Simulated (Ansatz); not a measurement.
# ZnSe: a line through an energy map

Aim: follow the energy of ZnSe (P4/nmm, No. 129; 4 atoms in the cell) along one coordinate, lattice constant a (and b), with the other held at lattice constant c = 4.626 Å.

Program: Ansatz 0.2.0. Level of theory: DFT LDA, scalar-relativistic, plane waves, PAW. These are calculated values, not measurements.

1 further run of the same task is left out (set aside as unsound or not needed).

**1. The structure to begin with**

Symmetry: P4/nmm, No. 129, tetragonal system. Conventional cell: a = 3.983 Å, b = 3.983 Å, c = 5.256 Å, α = 90.00°, β = 90.00°, γ = 90.00°. Around Zn (site symmetry -4m2) lie 4 Se at 2.48 Å and 4 Zn at 2.82 Å. Around Se (site symmetry 4mm) lie 4 Zn at 2.48 Å.

As a file:

```
Zn Se
1.0
     3.98277    0.00000    0.00000
     0.00000    3.98277    0.00000
     0.00000    0.00000    5.25644
Zn Se
2 2
Direct
  0.00000 0.00000 0.00000
  0.50000 0.50000 0.00000
  0.00000 0.50000 0.27967
  0.50000 0.00000 0.72033
```

It goes back to an entry of the Materials Project, which need not be the stable form.

This cell was relaxed beforehand with the same method: volume 20.85 Å³/atom, gap on the mesh 1.56 eV.

**2. What is varied**

The energy is mapped over the lattice constants a and c of the conventional cell.

First coordinate, lattice constant a (and b): 5 values from 3.704 to 4.262 Å. Second coordinate, lattice constant c: 5 values from 4.626 to 5.887 Å.

Nothing else is relaxed (fractional coordinates fixed). Energies count from the relaxed crystal. Points are written as (first, second).

**3. Grid point (3.704 Å, 4.626 Å)**

File input.yaml:

```yaml
crystal:
  lattice:
    - [3.704, 0.0, 0.0]
    - [0.0, 3.704, 0.0]
    - [0.0, 0.0, 4.6257]
  atoms:
    - { symbol: Zn, position: [0.0, 0.0, 0.0] }
    - { symbol: Zn, position: [0.5, 0.5, 0.0] }
    - { symbol: Se, position: [0.0, 0.5, 0.2796655406] }
    - { symbol: Se, position: [0.5, 0.0, 0.7203344594] }
basis:
  ecutwfc: 520.0
kpoints:
  mp_grid: { grid: [8, 8, 6] }
hamiltonian:
  xc: lda
scf:
  occupations: { method: gaussian, width: 0.05 }
output:
  forces: true
  stress: true
  eigenvalues: true
```

The run is started by

```console
> ansatz run input.yaml --threads 1 --pin off --max-ram 2048MiB --backend cpu --events-out ev --progress --plain --runs-dir out
```

What it wrote (excerpt; [...] marks lines left out):

```text
Warning: RAYON_NUM_THREADS=1 ignored (pool sized by the plan → 1); use --threads N
[...]
Pseudopotentials: kind: paw
Pseudopotential: Zn, paw, valence charge 12, recommended cutoff 420 eV (normal), Zn.paw.azcp
Pseudopotential: Se, paw, valence charge 16, recommended cutoff 420 eV (normal), Se.paw.azcp
Functional definition: SPW92
[...]
Crystal: 4 atoms, lattice volume = 63.463 Å³
Basis set: ecut = 520 eV, 1697 PW (Γ)
Bands: 34, of which v1, the nominal top of the filled ones, is band 28 counted from 1 (27 counted from 0)
Symmetry: 16 space group operations
Space group: P4/nmm (ITA 129), of the structure as read, at distance tolerance 4.0e-5 Å
k-points: 60 of 384
[...]
SCF iter   1: F=—  HF=-17259.241462 eV  |F-HF|=—  |Δ(HF+E_count)|=         —  Δρ=4.28e-3  dr2=6.66e-3  ethr=1.77e-3  ⟨swp⟩=6.3  Hψ=9033  notcnv=0  defer=1
[...]
SCF iter   8: F=-17259.238452 eV  HF=-17259.238452 eV  |F-HF|=2.00e-10  |Δ(HF+E_count)|=   2.21e-9  Δρ=4.01e-6  dr2=1.14e-8  ethr=1.79e-10  ⟨swp⟩=6.5  Hψ=8097  notcnv=0
[...]
SCF converged after 8 iterations
Free energy (F): -17259.238452 eV
[...]
E sigma→0 (E₀):  -17259.238452 eV
Fermi energy:    13.032804 eV
[...]
--- Forces (eV/Å), atoms counted from 1 ---
  atom   1  Zn     0.00000000     0.00000000    -0.00000000
  atom   2  Zn     0.00000000     0.00000000     0.00000000
  atom   3  Se     0.00000000     0.00000000     4.20383751
  atom   4  Se     0.00000000     0.00000000    -4.20383751
[...]
--- Stress (GPa, compression-positive) ---
       37.210644       0.000000       0.000000
        0.000000      37.210644       0.000000
        0.000000       0.000000      34.646538
  P = ⅓ Tr σ = 36.3559 GPa (363.559 kbar)
--- Band table (eV; the first three rows and the last of 60) ---
[...]
```

It took 9.4 s on 1 thread of Intel Xeon Platinum 8259CL at 2.50GHz (Skylake/Cascade Lake), shared host; peak memory 0.47 GiB.

On the map this point reads 439 meV/atom.

**4. The run at (3.843 Å, 4.626 Å)**

Changes to input.yaml since step 3:

```diff
@@ -2,4 +2,4 @@
   lattice:
-    - [3.704, 0.0, 0.0]
-    - [0.0, 3.704, 0.0]
+    - [3.8434, 0.0, 0.0]
+    - [0.0, 3.8434, 0.0]
     - [0.0, 0.0, 4.6257]
```

The run is started by

```console
> ansatz run input.yaml --threads 1 --pin off --max-ram 2048MiB --backend cpu --events-out ev --progress --plain --runs-dir out
```

What it wrote (excerpt; [...] marks lines left out):

```text
Warning: RAYON_NUM_THREADS=1 ignored (pool sized by the plan → 1); use --threads N
[...]
Pseudopotentials: kind: paw
Pseudopotential: Zn, paw, valence charge 12, recommended cutoff 420 eV (normal), Zn.paw.azcp
Pseudopotential: Se, paw, valence charge 16, recommended cutoff 420 eV (normal), Se.paw.azcp
Functional definition: SPW92
[...]
Crystal: 4 atoms, lattice volume = 68.330 Å³
Basis set: ecut = 520 eV, 1841 PW (Γ)
Bands: 34, of which v1, the nominal top of the filled ones, is band 28 counted from 1 (27 counted from 0)
Symmetry: 16 space group operations
Space group: P4/nmm (ITA 129), of the structure as read, at distance tolerance 4.1e-5 Å
k-points: 60 of 384
[...]
SCF iter   1: F=—  HF=-17260.127082 eV  |F-HF|=—  |Δ(HF+E_count)|=         —  Δρ=4.22e-3  dr2=7.05e-3  ethr=1.77e-3  ⟨swp⟩=6.5  Hψ=8999  notcnv=0
[...]
SCF iter   7: F=-17260.124194 eV  HF=-17260.124194 eV  |F-HF|=4.51e-8  |Δ(HF+E_count)|=   6.36e-7  Δρ=9.96e-6  dr2=9.98e-8  ethr=1.79e-10  ⟨swp⟩=5.6  Hψ=9999  notcnv=0
[...]
SCF converged after 7 iterations
Free energy (F): -17260.124194 eV
[...]
E sigma→0 (E₀):  -17260.124194 eV
Fermi energy:    11.480151 eV
[...]
--- Forces (eV/Å), atoms counted from 1 ---
  atom   1  Zn     0.00000000     0.00000000    -0.00000000
  atom   2  Zn     0.00000000     0.00000000    -0.00000000
  atom   3  Se     0.00000000     0.00000000     2.82066165
  atom   4  Se     0.00000000     0.00000000    -2.82066165
[...]
--- Stress (GPa, compression-positive) ---
       21.985069       0.000000       0.000000
        0.000000      21.985069       0.000000
        0.000000       0.000000      21.485991
  P = ⅓ Tr σ = 21.8187 GPa (218.187 kbar)
--- Band table (eV; the first three rows and the last of 60) ---
[...]
```

It took 9.2 s on 1 thread of Intel Xeon Platinum 8259CL at 2.50GHz (Skylake/Cascade Lake), shared host; peak memory 0.48 GiB.

Energy on the map's scale: 218 meV/atom.

**5. Point (3.983 Å, 4.626 Å)**

Changes to input.yaml since step 4:

```diff
@@ -2,4 +2,4 @@
   lattice:
-    - [3.8434, 0.0, 0.0]
-    - [0.0, 3.8434, 0.0]
+    - [3.9827722569, 0.0, 0.0]
+    - [0.0, 3.9827722569, 0.0]
     - [0.0, 0.0, 4.6257]
```

The run is started by

```console
> ansatz run input.yaml --threads 1 --pin off --max-ram 2048MiB --backend cpu --events-out ev --progress --plain --runs-dir out
```

What it wrote (excerpt; [...] marks lines left out):

```text
Warning: RAYON_NUM_THREADS=1 ignored (pool sized by the plan → 1); use --threads N
[...]
Pseudopotentials: kind: paw
Pseudopotential: Zn, paw, valence charge 12, recommended cutoff 420 eV (normal), Zn.paw.azcp
Pseudopotential: Se, paw, valence charge 16, recommended cutoff 420 eV (normal), Se.paw.azcp
Functional definition: SPW92
[...]
Crystal: 4 atoms, lattice volume = 73.375 Å³
Basis set: ecut = 520 eV, 1985 PW (Γ)
Bands: 34, of which v1, the nominal top of the filled ones, is band 28 counted from 1 (27 counted from 0)
Symmetry: 16 space group operations
Space group: P4/nmm (ITA 129), of the structure as read, at distance tolerance 4.2e-5 Å
k-points: 60 of 384
[...]
SCF iter   1: F=—  HF=-17260.633358 eV  |F-HF|=—  |Δ(HF+E_count)|=         —  Δρ=4.28e-3  dr2=7.76e-3  ethr=1.77e-3  ⟨swp⟩=6.4  Hψ=8939  notcnv=0
[...]
SCF iter   7: F=-17260.630389 eV  HF=-17260.630389 eV  |F-HF|=2.33e-9  |Δ(HF+E_count)|=   4.03e-8  Δρ=7.11e-6  dr2=3.49e-8  ethr=1.79e-10  ⟨swp⟩=6.7  Hψ=8209  notcnv=0
[...]
SCF converged after 7 iterations
Free energy (F): -17260.630389 eV
[...]
E sigma→0 (E₀):  -17260.630389 eV
Fermi energy:    10.091963 eV
[...]
--- Forces (eV/Å), atoms counted from 1 ---
  atom   1  Zn     0.00000000     0.00000000     0.00000000
  atom   2  Zn    -0.00000000     0.00000000    -0.00000000
  atom   3  Se     0.00000000     0.00000000     1.73852463
  atom   4  Se    -0.00000000     0.00000000    -1.73852463
[...]
--- Stress (GPa, compression-positive) ---
       10.802965       0.000000      -0.000000
        0.000000      10.802965       0.000000
       -0.000000       0.000000      12.117321
  P = ⅓ Tr σ = 11.2411 GPa (112.411 kbar)
--- Band table (eV; the first three rows and the last of 60) ---
[...]
```

Wall time 9.7 s (1 thread of Intel Xeon Platinum 8259CL at 2.50GHz (Skylake/Cascade Lake), shared host); peak memory 0.49 GiB.

That is 91 meV/atom from the zero.

**6. Grid point (4.122 Å, 4.626 Å)**

Changes to input.yaml since step 5:

```diff
@@ -2,4 +2,4 @@
   lattice:
-    - [3.9827722569, 0.0, 0.0]
-    - [0.0, 3.9827722569, 0.0]
+    - [4.1222, 0.0, 0.0]
+    - [0.0, 4.1222, 0.0]
     - [0.0, 0.0, 4.6257]
```

The run is started by

```console
> ansatz run input.yaml --threads 1 --pin off --max-ram 2048MiB --backend cpu --events-out ev --progress --plain --runs-dir out
```

What it wrote (excerpt; [...] marks lines left out):

```text
Warning: RAYON_NUM_THREADS=1 ignored (pool sized by the plan → 1); use --threads N
[...]
Pseudopotentials: kind: paw
Pseudopotential: Zn, paw, valence charge 12, recommended cutoff 420 eV (normal), Zn.paw.azcp
Pseudopotential: Se, paw, valence charge 16, recommended cutoff 420 eV (normal), Se.paw.azcp
Functional definition: SPW92
[...]
Crystal: 4 atoms, lattice volume = 78.602 Å³
Basis set: ecut = 520 eV, 2105 PW (Γ)
Bands: 34, of which v1, the nominal top of the filled ones, is band 28 counted from 1 (27 counted from 0)
Symmetry: 16 space group operations
Space group: P4/nmm (ITA 129), of the structure as read, at distance tolerance 4.3e-5 Å
k-points: 60 of 384
[...]
SCF iter   1: F=—  HF=-17260.844365 eV  |F-HF|=—  |Δ(HF+E_count)|=         —  Δρ=4.37e-3  dr2=8.03e-3  ethr=1.77e-3  ⟨swp⟩=6.3  Hψ=8887  notcnv=0
[...]
SCF iter   7: F=-17260.841215 eV  HF=-17260.841215 eV  |F-HF|=2.70e-9  |Δ(HF+E_count)|=   6.25e-8  Δρ=7.24e-6  dr2=3.18e-8  ethr=1.79e-10  ⟨swp⟩=6.7  Hψ=8118  notcnv=0
[...]
SCF converged after 7 iterations
Free energy (F): -17260.841215 eV
[...]
E sigma→0 (E₀):  -17260.841215 eV
Fermi energy:    8.906802 eV
[...]
--- Forces (eV/Å), atoms counted from 1 ---
  atom   1  Zn     0.00000000     0.00000000     0.00000000
  atom   2  Zn     0.00000000     0.00000000     0.00000000
  atom   3  Se     0.00000000     0.00000000     0.89829327
  atom   4  Se     0.00000000     0.00000000    -0.89829327
[...]
--- Stress (GPa, compression-positive) ---
        2.593474       0.000000       0.000000
        0.000000       2.593474       0.000000
        0.000000       0.000000       5.523613
  P = ⅓ Tr σ = 3.5702 GPa (35.702 kbar)
--- Band table (eV; the first three rows and the last of 60) ---
[...]
```

It took 10 s on 1 thread of Intel Xeon Platinum 8259CL at 2.50GHz (Skylake/Cascade Lake), shared host; peak memory 0.5 GiB.

On the map this point reads 39 meV/atom.

**7. Point (4.262 Å, 4.626 Å)**

Changes to input.yaml since step 6:

```diff
@@ -2,4 +2,4 @@
   lattice:
-    - [4.1222, 0.0, 0.0]
-    - [0.0, 4.1222, 0.0]
+    - [4.2616, 0.0, 0.0]
+    - [0.0, 4.2616, 0.0]
     - [0.0, 0.0, 4.6257]
```

The run is started by

```console
> ansatz run input.yaml --threads 1 --pin off --max-ram 2048MiB --backend cpu --events-out ev --progress --plain --runs-dir out
```

What it wrote (excerpt; [...] marks lines left out):

```text
Warning: RAYON_NUM_THREADS=1 ignored (pool sized by the plan → 1); use --threads N
[...]
Pseudopotentials: kind: paw
Pseudopotential: Zn, paw, valence charge 12, recommended cutoff 420 eV (normal), Zn.paw.azcp
Pseudopotential: Se, paw, valence charge 16, recommended cutoff 420 eV (normal), Se.paw.azcp
Functional definition: SPW92
[...]
Crystal: 4 atoms, lattice volume = 84.008 Å³
Basis set: ecut = 520 eV, 2265 PW (Γ)
Bands: 34, of which v1, the nominal top of the filled ones, is band 28 counted from 1 (27 counted from 0)
Symmetry: 16 space group operations
Space group: P4/nmm (ITA 129), of the structure as read, at distance tolerance 4.4e-5 Å
k-points: 60 of 384
[...]
SCF iter   1: F=—  HF=-17260.825159 eV  |F-HF|=—  |Δ(HF+E_count)|=         —  Δρ=4.51e-3  dr2=9.23e-3  ethr=1.77e-3  ⟨swp⟩=6.3  Hψ=8909  notcnv=0
[...]
SCF iter   7: F=-17260.821743 eV  HF=-17260.821743 eV  |F-HF|=6.66e-8  |Δ(HF+E_count)|=   8.97e-8  Δρ=6.38e-6  dr2=5.69e-8  ethr=1.79e-10  ⟨swp⟩=7.1  Hψ=8249  notcnv=0
[...]
SCF converged after 7 iterations
Free energy (F): -17260.821743 eV
[...]
E sigma→0 (E₀):  -17260.821743 eV
Fermi energy:    7.846077 eV
[...]
--- Forces (eV/Å), atoms counted from 1 ---
  atom   1  Zn     0.00000000     0.00000000    -0.00000000
  atom   2  Zn     0.00000000     0.00000000     0.00000000
  atom   3  Se     0.00000000     0.00000000     0.25317631
  atom   4  Se     0.00000000     0.00000000    -0.25317631
[...]
--- Stress (GPa, compression-positive) ---
       -3.394840       0.000000       0.000000
        0.000000      -3.394840       0.000000
        0.000000       0.000000       0.965865
  P = ⅓ Tr σ = -1.9413 GPa (-19.413 kbar)
--- Band table (eV; the first three rows and the last of 60) ---
[...]
```

It took 11 s on 1 thread of Intel Xeon Platinum 8259CL at 2.50GHz (Skylake/Cascade Lake), shared host; peak memory 0.51 GiB.

Energy on the map's scale: 44 meV/atom.

**8. Results**

```
lattice constant a (and b) (Å)  step  energy (meV/atom)  slope (meV/atom per Å)  pressure (GPa)  band gap on the k-mesh (eV)  largest force on an atom (eV/Å)
                         3.704     3                439                   −1990            36.4                         1.19                             4.20
                         3.843     4                218                   −1220            21.8                         1.02                             2.82
                         3.983     5                 91                    −621            11.2                         0.86                             1.74
                         4.122     6                 39                    −154             3.6                         0.58                             0.90
                         4.262     7                 44                     209            −1.9                         0.32                             0.25
```

Energies count from the relaxed crystal. Slopes come from the forces (and the stress, where the cell changes), not from differences of energies.

What this shows: Along the line the energy is lowest at 4.122 Å, 39 meV/atom from the zero. A fit to energies and slopes at the lowest point and its two neighbours puts the minimum at 4.1773 Å, with a curvature of about 2700 meV/atom per Å². The highest point computed, at 3.704 Å, lies 401 meV/atom above the lowest. This is one cut through a surface in two coordinates; the map's lowest point lies off it. With the other coordinates free, the energies away from the reference would be the same or lower.

These are semilocal Kohn-Sham gaps, which aren't the measured quantity. Such gaps usually fall short of the measured ones.
